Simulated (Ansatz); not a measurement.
Crystal: Ga.

```
Ga
1.0
     1.38300   -4.02650    0.00000
     1.38300    4.02650    0.00000
    -0.11745    0.00000    3.32993
Ga
2
Cartesian
  1.2949 2.9716 2.4974
  1.3536 -2.9716 0.8325
```

This isn't the form of Ga at room conditions, which is orthorhombic.

```yaml
Program: Ansatz 0.2.0
Task: relaxation of cell and atoms
Functional: RPBE
Potentials_or_basis: Ansatz PAW
Cutoff: "420 eV (not typed: the program's choice for these potentials)"
k_mesh: 10 × 10 × 8
Occupations: fermi-dirac, width 0.05 eV
Spin: no spin polarisation
```

At the start: volume 18.54 Å³/atom.

Task: Where does the relaxation end?

Result: It ends after 9 steps and the volume is 19.89 Å³/atom (+7.3 %); space group Cmcm (No. 63, to 0.05 Å).

The path:
```csv
step,energy change (eV),largest force (eV/Å),volume (Å³)
1,0.0000,0.2096,37.09
2,-0.0341,0.0784,39.33
3,-0.0401,0.0085,39.66
4,-0.0408,0.0770,40.06
5,-0.0458,0.0100,39.85
6,-0.0467,0.0015,39.58
7,-0.0475,0.0010,39.76
8,-0.0475,0.0001,39.78
9,-0.0485,0.0003,39.78
```

Final structure:
```yaml
crystal:
  lattice:
    - [1.46779, -4.16074, 0.02709]
    - [1.46779, 4.16074, 0.02709]
    - [-0.05943, 0.00000, 3.25590]
  atoms:
    - { symbol: Ga, position: [0.13545, 0.86455, 0.75000] }
    - { symbol: Ga, position: [0.86455, 0.13545, 0.25000] }
```

Caveat: the plane-wave basis is chosen anew once the cell has moved, so the energies of steps on either side of that aren't comparable; the PAW data sets come from PBE, with cores solved anew for the run's functional, which leaves a small shift of forces and pressure.
